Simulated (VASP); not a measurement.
CaSe:

```
CELL_PARAMETERS angstrom
0.00000 2.95600 2.95600
2.95600 0.00000 2.95600
2.95600 2.95600 0.00000
ATOMIC_POSITIONS crystal
Se 0.50000 0.50000 0.50000
Ca 0.00000 0.00000 0.00000
```

Base run:

- Program: VASP 6.6.1
- Functional: PBE
- Potentials or basis: VASP PAW PBE potentials, release 64 (Se, Ca_sv)
- Cutoff: 520 eV
- k mesh: 6 × 6 × 6
- Occupations: gaussian, width 0.02 eV
- Spin: spin-orbit coupling, no magnetisation

Its results: pressure 1.4 GPa.

Problem. The run is repeated on the same cell with these changes: functional from PBE to LDA; potentials or basis from VASP PAW PBE potentials, release 64 (Se, Ca_sv) to VASP PAW LDA potentials, release 64 (Se, Ca_sv). What comes out?

Solution. Pressure -2.9 GPa.
